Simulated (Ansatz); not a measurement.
Geometry optimisation, DFT PBEsol, scalar-relativistic, plane waves, PAW in Ansatz 0.2.0.

Input file:

```yaml
crystal:
  lattice:
    - [0.0, 5.43, 5.43]
    - [5.43, 0.0, 5.43]
    - [5.43, 5.43, 0.0]
  atoms:
    - { symbol: Si, position: [0.0, 0.0, 0.0] }
    - { symbol: Si, position: [0.125, 0.125, 0.125] }
    - { symbol: Si, position: [0.0, 0.0, 0.5] }
    - { symbol: Si, position: [0.125, 0.125, 0.625] }
    - { symbol: Si, position: [0.0, 0.5, 0.0] }
    - { symbol: Si, position: [0.125, 0.625, 0.125] }
    - { symbol: Si, position: [0.0, 0.5, 0.5] }
    - { symbol: Si, position: [0.125, 0.625, 0.625] }
    - { symbol: Si, position: [0.5, 0.0, 0.0] }
    - { symbol: Si, position: [0.625, 0.125, 0.125] }
    - { symbol: Si, position: [0.5, 0.0, 0.5] }
    - { symbol: Si, position: [0.625, 0.125, 0.625] }
    - { symbol: Si, position: [0.5, 0.5, 0.0] }
    - { symbol: Si, position: [0.625, 0.625, 0.125] }
    - { symbol: Si, position: [0.5, 0.5, 0.5] }
    - { symbol: Si, position: [0.625, 0.625, 0.625] }
    - { symbol: Si, position: [0.7420102, 0.2547497, 0.2532842] }
basis:
  ecutwfc: 420.0
kpoints:
  mp_grid: { grid: [2, 2, 2] }
hamiltonian:
  xc: pbesol
scf:
  occupations: { method: gaussian, width: 0.05 }
  lower_state_search: "off"
relax:
  f_tol: 0.03
  max_steps: 60
  adjacent_minimum: "off"
```

Command:

```bash
$ ansatz run input.yaml --threads 1 --pin off --max-ram 3072MiB --backend cpu --events-out ev --progress --plain --runs-dir out
```

Q: Where does it end, and by what steps?

A: The forces met the threshold. The force dipped under the threshold on the way, but the program's further checks kept it going. After 3 steps the energy has fallen by 0.128 eV; Si17 moved furthest, 0.05 Å.

```csv
step,energy less start (eV),largest force component (eV/Å),accepted
0,0.0000,0.641,yes
1,-0.1125,0.217,yes
2,-0.1283,0.024,yes
3,-0.1283,0.024,yes
```

```xyz
17
Lattice="0.0000 5.4300 5.4300 5.4300 0.0000 5.4300 5.4300 5.4300 0.0000" Properties=species:S:1:pos:R:3
Si -0.033 -0.002 -0.002
Si 1.340 1.376 1.376
Si 2.718 2.747 -0.002
Si 4.077 4.068 1.361
Si 2.718 -0.003 2.748
Si 4.078 1.361 4.068
Si 5.430 2.715 2.715
Si 6.785 4.067 4.068
Si 0.006 2.711 2.712
Si 1.336 4.048 4.049
Si 2.716 5.430 2.681
Si 4.099 6.810 4.048
Si 2.717 2.681 5.431
Si 4.100 4.047 6.811
Si 5.466 5.429 5.430
Si 6.784 6.792 6.793
Si 2.721 5.426 5.427
```

The run took 8.3 s on 1 thread of AMD EPYC 9R45 96-Core Processor (Zen 5) (shared host), peak memory 0.58 GiB.
